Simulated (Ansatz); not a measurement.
# Trial structures of PtS₂: starts and ends

The calculation used DFT PBE, scalar-relativistic, plane waves, PAW (Ansatz). All cells share a 420 eV cutoff and Γ-centred k meshes spaced at most about 0.3 Å⁻¹ (about 0.25 or finer for metals, 2π included). No spin polarisation in the final relaxations.

Each guess was relaxed in cell and atoms at zero pressure, within the symmetry of its start. Temperature and zero-point effects are left out. Coordination counts S atoms around Pt (those within 1.25 times the shortest such distance or 1.15 times the sum of covalent radii).

```tsv
guess	made from	start group	V start (Å³/atom)	end group	V end (Å³/atom)	coordination at the end	gap on mesh (eV)	E over the lowest end (meV/atom)
1	random cell	Pbam	25.2	Cmmm	19.1	Pt 4	0	695
2	random cell	P4_2/nnm	24.9	Pn-3m (anti-cuprite)	23.5	Pt 4	0	824
3	a cell as deposited in COD	P-3m1	18.3	P-3m1 (cadmium iodide)	24.0	Pt 6	1.49	0
4	random cell	P4_2/mnm	25.8	P4_2/mnm (rutile)	18.9	Pt 6	0	346
5	random cell	P6_3mc	22.8	P6_3/mmc (2H molybdenite)	19.7	Pt 6	0	572
6	random cell	P4_2/mmc	22.0	?	?	?	?	?
```

Guess 6 as it starts:

```cif
data_structure
_symmetry_space_group_name_H-M 'P4_2/mmc'
_symmetry_Int_Tables_number 131
_cell_length_a 3.8816
_cell_length_b 3.8816
_cell_length_c 8.7646
_cell_angle_alpha 90.000
_cell_angle_beta 90.000
_cell_angle_gamma 90.000
_cell_volume 132.05
loop_
_atom_site_label
_atom_site_type_symbol
_atom_site_symmetry_multiplicity
_atom_site_Wyckoff_symbol
_atom_site_fract_x
_atom_site_fract_y
_atom_site_fract_z
_atom_site_occupancy
Pt1 Pt 2 d 0.50000 0.00000 0.00000 1
S1 S 4 h 0.50000 0.50000 0.89385 1
```

Question: Fill in the missing row: what does this guess relax into, and where does it rank?

Answer: It ends in space group P4_2/mmc (No. 131), with a = 3.737 Å, c = 9.701 Å, 22.6 Å³/atom and no gap. It lies 0.41 eV/atom over the lowest end, above guess 4 and below guess 5. Counting S atoms around Pt, this end has Pt 4 and the lowest (guess 3) has Pt 6. This end holds S–S pairs (shortest 2.02 Å); in the lowest (guess 3) the shortest S–S distance is 3.21 Å.

```
Pt S
1.0
     3.73727    0.00000    0.00000
     0.00000    3.73727    0.00000
     0.00000    0.00000    9.70080
Pt S
2 4
Direct
  0.50000 0.00000 0.00000
  0.00000 0.50000 0.50000
  0.50000 0.50000 0.85417
  0.50000 0.50000 0.64583
  0.50000 0.50000 0.14583
  0.50000 0.50000 0.35417
```

Energies over the elements count from the elements' standard structures at the same level, with no fitted energy shifts.

Question: Is the lowest end bound against the elements?

Answer: Yes: its formation energy is −0.374 eV/atom. It lies below the elements, which doesn't yet make it stable against other compounds or structures.

Weakly bound directions are ill-defined at this level, which has no dispersion term (P-3m1, P6_3/mmc), and this can change margins and order among such cells. These runs have no spin–orbit coupling, which can matter for Pt. Kohn–Sham gaps at this level usually fall short of measured ones. The reference form of S is held partly by dispersion forces, which this level lacks. Cells relaxed within their symmetry can be saddle points. Some types were kept out of the candidates beforehand, so the set may lack a known form.
